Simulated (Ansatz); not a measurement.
SiC, one cell by several methods

```yaml
crystal:
  lattice:
    - [3.07600, 0.00000, 0.00000]
    - [-1.53800, 2.66389, 0.00000]
    - [0.00000, 0.00000, 5.09848]
  atoms:
    - { symbol: Si, position: [0.33333, 0.66667, 0.00000] }
    - { symbol: Si, position: [0.66667, 0.33333, 0.50000] }
    - { symbol: C, position: [0.33333, 0.66667, 0.38500] }
    - { symbol: C, position: [0.66667, 0.33333, 0.88500] }
```

Atom numbers follow the list: Si1, Si2, C3, C4.

The geometry is COD entry 9008875, unchecked; take it as a test cell. The listed cell was then made from it by scaling, straining or moving an atom.

All numbers are computed: DFT, PBEsol, PAW with Ansatz's default frozen-core files, scalar-relativistic (Ansatz 0.2.0); DFT, PBEsol, all-electron PAW with datasets made for the crystal, scalar-relativistic (Ansatz 0.2.0); DFT, PBEsol, all-electron LAPW, scalar-relativistic (Ansatz 0.2.0).

For PAW: a Γ-centred 15×15×8 k mesh, Fermi–Dirac smearing of 0.08 eV, cutoff 420 eV, no spin polarisation; the PAW files were made with PBE, and the program remakes their frozen cores for this functional. The crystal-made all-electron datasets (AE datasets) take a cutoff of 340 eV at this cell. LAPW targets a basis error of 1 meV/atom. The Ansatz runs share mesh, smearing and spin set-up. Plane-wave (PAW) pressures include the program's estimate of the Pulay term.

Stress and pressure are positive in compression.

```
              quantity     PAW  AE datasets    LAPW
        pressure (GPa)       ?        -1.70   -1.70
       stress xx (GPa)       ?         1.41    1.41
       stress zz (GPa)   -7.91        -7.92   -7.92
force on Si1, z (eV/Å)   0.797        0.796   0.796
 force on C3, z (eV/Å)  -0.797       -0.796  -0.796
         band gap (eV)   2.208        2.209   2.209
```

(1) Give the missing entry: row "pressure (GPa)", column "PAW".

(2) Give the missing entry: row "stress xx (GPa)", column "PAW".

Answers

(1) -1.65.

(2) 1.48.
